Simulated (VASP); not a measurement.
A run of VASP 6.6.1:

The input INCAR:

```
SYSTEM = H14CO8
PREC = Accurate
ENCUT = 520
EDIFF = 1E-6
ISMEAR = -1
SIGMA = 0.05
LREAL = Auto
LASPH = .TRUE.
NELM = 100
ALGO = Fast
ISIF = 2
LWAVE = .FALSE.
LCHARG = .FALSE.
GGA = PE
IVDW = 12
NBANDS = 50
```

Contents of KPOINTS:

```
Automatic mesh
0
G
  1 1 1
  0 0 0
```

POSCAR

```
H14CO8
1.0
    6.4416880000      0.0000000000      0.0000000000
    0.0000000000      6.4416880000      0.0000000000
    0.0000000000      0.0000000000      6.4416880000
O H C
8 14 1
Direct
    0.9458856126      0.8175031141      0.2950003167
    0.4483141686      0.5622749813      0.9147291828
    0.3238281643      0.6465075614      0.3688939918
    0.5259025274      0.2172567190      0.2766045173
    0.9578855728      0.7186004662      0.8241473353
   -0.1623021792      0.4030310068      0.5431340357
    0.5135455179     -0.1482530666      0.6565670365
    0.3302550512      0.1495570726      0.6511336780
    1.0275722761      0.7848563917      0.1638390434
    0.8501187887      0.9351275628      0.2695877230
    0.4878224465      0.5367226727      0.7766597823
    0.5858557571      0.6231751678      0.9278934341
    0.1999631153      0.5439723253      0.3798228042
    0.3964644050      0.6361220848      0.2394558693
    0.4838172852      0.2834039773      0.1535932818
    0.4496336985      0.2306848764      0.3902393286
    1.1036392945      0.7274180308      0.7854152514
    0.9145894679      0.8402921719      0.7616326652
   -0.1206050340      0.5040449025      0.6567843708
   -0.0545509190      0.3048114097      0.5257162408
    0.4099857056     -0.2114663113      0.5682516756
    0.6491155734      0.1530965176      0.7113042420
    0.5048831921      0.0700748003      0.6767791299
```

Potentials or basis: VASP PAW PBE potentials, release 64 (O, H, C).

Launch:

```sh
$ cat potpaw_PBE.64/O/POTCAR potpaw_PBE.64/H/POTCAR potpaw_PBE.64/C/POTCAR > POTCAR
$ mpirun -np 1 vasp_gam > vasp.out
```

Hardware: 1 thread of Intel(R) Xeon(R) 6975P-C (Granite Rapids), on a shared host.

**Question.** How long does it take, and how much memory?

**Answer.** Run time: 16 s on 1 thread of Intel(R) Xeon(R) 6975P-C (Granite Rapids), on a shared host, peak memory 0.32 GiB. Counts: scf iterations 16, k points 1.
